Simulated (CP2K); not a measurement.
HfN:

```xyz
2
Lattice="3.1905 0.0000 0.0000 1.5952 2.7630 0.0000 1.5952 0.9210 2.6050" Properties=species:S:1:pos:R:3 pbc="T T T"
Hf    0.0000    0.0000    0.0000
N     3.1905    1.8420    1.3025
```

```yaml
Program: CP2K 2026.2
Task: single point
Functional: PBEsol
Potentials_or_basis: POTENTIAL_UZH Hf GTH-PBE-q12, N GTH-PBE-q5; TZVP-MOLOPT-PBE-GTH basis
Density_cutoff: 6123 eV
k_mesh: 10 × 10 × 10
Occupations: fermi-dirac, width 0.05 eV
Spin: no spin polarisation
```

On this cell: pressure -4.3 GPa; largest force zero by symmetry; band gap on the k mesh none (metal or under the smearing width).

The same run follows on a disturbed copy (atoms moved at random, drawn with an rms of 0.05 Å):

```xyz
2
Lattice="3.1905 0.0000 0.0000 1.5952 2.7630 0.0000 1.5952 0.9210 2.6050" Properties=species:S:1:pos:R:3 pbc="T T T"
Hf    0.0784    0.0193   -0.0353
N     3.1747    1.8625    1.3381
```

Q: What changes?

A: The energy (extrapolated to zero smearing) moves by +39.5 meV/atom; pressure -2.5 GPa; largest force 1.372 eV/Å; band gap on the k mesh none (metal or under the smearing width).

Forces on the atoms (eV/Å):
```
Hf  -1.101  0.010  0.817
N    1.097 -0.011 -0.824
```

Stress tensor (GPa, compression positive):
```
-2.21  1.34 -1.35
 1.34 -2.66 -0.92
-1.35 -0.92 -2.52
```

Caveats: the potentials were made for another functional, which shifts forces and pressure; the basis of atomic orbitals isn't converged, which shifts pressures, moduli and gaps.
